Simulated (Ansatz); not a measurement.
# CdS: the cost of one run

Computed with Ansatz 0.2.0 (DFT PBE, scalar-relativistic, plane waves, PAW, unless a step's input says otherwise).

6 further runs of the same task are left out: 6 set aside as unsound or not needed.

## Step 1: Starting point

The structure is hexagonal, space group P6_3mc (No. 186). Conventional cell: a = 4.197 Å, b = 4.197 Å, c = 6.828 Å, α = 90.00°, β = 90.00°, γ = 120.00°. Cd (site symmetry 3m) has 4 S at 2.57 Å as nearest neighbours. S (site symmetry 3m) is surrounded by 4 Cd at 2.57 Å.

As a file:

```cif
data_structure
_symmetry_space_group_name_H-M 'P6_3mc'
_symmetry_Int_Tables_number 186
_cell_length_a 4.1972
_cell_length_b 4.1972
_cell_length_c 6.8277
_cell_angle_alpha 90.000
_cell_angle_beta 90.000
_cell_angle_gamma 120.000
_cell_volume 104.16
loop_
_atom_site_label
_atom_site_type_symbol
_atom_site_symmetry_multiplicity
_atom_site_Wyckoff_symbol
_atom_site_fract_x
_atom_site_fract_y
_atom_site_fract_z
_atom_site_occupancy
Cd1 Cd 2 b 0.33333 0.66667 0.00416 1
S1 S 2 b 0.33333 0.66667 0.38084 1
```

This cell was relaxed beforehand with the same method: volume 26.04 Å³/atom, gap on the mesh 1.11 eV.

## Step 2: The scan

Gamma surface: rigid slide across a plane, one fault a cell; the plane is (0 0 1) of the conventional cell, and the faces at the cut hold Cd and S.

The axes are (1) slide along a1: 12 values from 0.000 to 0.917, periodic; (2) slide along a2: 12 values from 0.000 to 0.917, periodic.

Nothing else is relaxed (rigid halves, spacing across the cut fixed). Energies count from the perfect crystal. Points are written as (first, second).

The two vectors of the plane (Å): (-2.099, -3.635, 0.000); (2.099, -3.635, 0.000).

## Step 3: Grid point (0/12, 1/12) of the map's two axes

The input, input.yaml:

```yaml
crystal:
  lattice:
    - [-2.0985806452, -3.6348483013, 0.0]
    - [2.0985806452, -3.6348483013, 0.0]
    - [0.1748817204, -0.3029040251, 13.655461743]
  atoms:
    - { symbol: Cd, position: [0.6666666667, 0.5911809788, 0.9058282541] }
    - { symbol: Cd, position: [0.6666666667, 0.6328476455, 0.4058282541] }
    - { symbol: Cd, position: [0.3333333333, 0.3203476455, 0.1558282541] }
    - { symbol: Cd, position: [0.3333333333, 0.2786809788, 0.6558282541] }
    - { symbol: S, position: [0.6666666667, 0.6588190212, 0.0941717459] }
    - { symbol: S, position: [0.6666666667, 0.6171523545, 0.5941717459] }
    - { symbol: S, position: [0.3333333333, 0.3046523545, 0.3441717459] }
    - { symbol: S, position: [0.3333333333, 0.2629856878, 0.8441717459] }
basis:
  ecutwfc: 420
kpoints:
  mp_grid: { grid: [7, 7, 2] }
hamiltonian:
  xc: pbe
scf:
  occupations: { method: gaussian, width: 0.05 }
output:
  forces: true
  stress: true
  eigenvalues: true
```

The run is started by

```bash
$ ansatz run input.yaml --threads 2 --pin off --max-ram 4096MiB --backend cpu --events-out ev --progress --plain --runs-dir out
```

**Question.** How long does this run take on 2 threads of Arm Neoverse V2, shared host, and how much memory does it need?

About 20 s, with a peak of 0.71 GiB.
